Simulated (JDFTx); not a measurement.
## CdTe: equation of state with PBEsol

**What was measured.**

“Multiscale insight into the Cd1-xZnxTe vibrational-mechanical properties -- High-pressure experiments and ab initio calculations”, 2023, arxiv:2306.14539 quotes, for a powder of CdTe: bulk modulus 42 ± 2 GPa.

CdTe:

```xyz
2
Lattice="0.0000 3.2050 3.2050 3.2050 0.0000 3.2050 3.2050 3.2050 0.0000" Properties=species:S:1:pos:R:3 pbc="T T T"
Te    4.8075    4.8075    4.8075
Cd    0.0000    0.0000    0.0000
```

```json
{
  "Program": "JDFTx 1.7.0 (patched build)",
  "Task": "equation of state",
  "Functional": "PBEsol",
  "Potentials or basis": "PseudoDojo-SR-PBEsol-0.4.1-standard with smoothed tails",
  "Cutoff": "1388 eV",
  "Density cutoff": "11102 eV",
  "k mesh": "7 × 7 × 7",
  "Occupations": "fermi-dirac, width 0.05 eV",
  "Spin": "no spin polarisation",
  "Local potential set to -Z/r beyond": "6 bohr",
  "Bands": "25",
  "Density cutoff over wavefunction cutoff": "8",
  "Max SCF steps": "100",
  "SCF threshold on the energy": "1e-09 Ha",
  "Solver of the electrons": "scf"
}
```

```
Equilibrium volume                      : 34.23 Å³/atom
Bulk modulus                            : 41 GPa
Pressure derivative of the bulk modulus : 4.8
```

Energy against volume, from the lowest point:
| volume (Å³/atom) | energy (meV/atom) |
| --- | --- |
| 30.947 | 49.29 |
| 31.605 | 30.23 |
| 32.263 | 16.29 |
| 32.922 | 6.92 |
| 33.580 | 1.64 |
| 34.239 | 0.00 |
| 34.897 | 1.63 |

Against the measured bulk modulus of CdTe, 42 GPa (powder; quoted in “Multiscale insight into the Cd1-xZnxTe vibrational-mechanical properties -- High-pressure experiments and ab initio calculations”, 2023, arxiv:2306.14539), the calculated 41 GPa is off by -1.6 %. The fit is for a static lattice scaled at fixed shape and fixed fractional positions.

The run has no spin-orbit coupling, so splittings on Te are missing.
